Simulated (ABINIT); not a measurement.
# AlNi3: single point with PBEsol

The system is AlNi3.

```
Ni Al
1.0
     3.52305    0.00000    0.00000
     0.00000    3.52305    0.00000
     0.00000    0.00000    3.52305
Ni Al
3 1
Cartesian
  1.7615 1.7615 0.0000
  1.7615 0.0000 1.7615
  0.0000 1.7615 1.7615
  0.0000 0.0000 0.0000
```

The cell is a database's computed one.

```yaml
Program: ABINIT 10.8.3 (patched build)
Task: single point
Functional: PBEsol
Potentials_or_basis: Ansatz PAW PBE default generated set, frozen core
Cutoff: 381 eV
k_mesh: 6 × 6 × 6
Occupations: fermi-dirac, width 0.05 eV
Spin: collinear spin, ferromagnetic start
Starting_moments: "[1.0, 1.0, 1.0, 0.0] μB"
Fine-grid_cutoff: 761.919 eV
```

```
Pressure               : -1.0 GPa
Band gap on the k mesh : none (metal or under the smearing width)
Net moment             : 0.67 μB per cell
Site moments           : Ni +0.23; Al -0.03 μB
```

Levels at points of the mesh, in eV from the Fermi level:
Spin up:
| k point | band 25 | band 26 | band 27 | band 28 | band 29 | band 30 | band 31 | band 32 | band 33 | band 34 |
| --- | --- | --- | --- | --- | --- | --- | --- | --- | --- | --- |
| (0.00, 0.00, 0.00) | -0.23 | -0.04 | -0.04 | -0.04 | 0.83 | 0.83 | 0.83 | 6.70 | 6.70 | 7.59 |
| (0.50, 0.00, 0.00) | -1.24 | -1.20 | -1.06 | -0.49 | -0.04 | 5.62 | 5.62 | 5.67 | 5.67 | 6.52 |
| (0.50, 0.50, 0.00) | -1.33 | -1.24 | -0.99 | -0.97 | -0.58 | 0.91 | 0.91 | 8.26 | 8.26 | 8.41 |
| (0.50, 0.50, 0.50) | -1.33 | -1.08 | -1.08 | -0.33 | -0.22 | -0.22 | -0.22 | 3.64 | 4.13 | 4.13 |
Spin down:
```
           k point  band 26  band 27  band 28  band 29  band 30  band 31
(0.00, 0.00, 0.00)     0.35     0.35     0.35     0.81     0.81     0.81
(0.50, 0.00, 0.00)    -0.96    -0.84    -0.30     0.35     5.67     5.67
(0.50, 0.50, 0.00)    -1.12    -0.78    -0.63    -0.44     1.17     1.17
(0.50, 0.50, 0.50)    -0.89    -0.89    -0.34     0.12     0.12     0.12
```

Run time: 4.2 min on 4 MPI ranks on Intel(R) Xeon(R) Processor @ 2.50GHz (Skylake/Cascade Lake), with other jobs on the host, peak memory 1 GiB a rank.

Caveat: small starting moments can end in a higher magnetic state in this program; the PAW data sets were made with another functional, which shifts forces and pressure a little; the atomic spheres overlap.
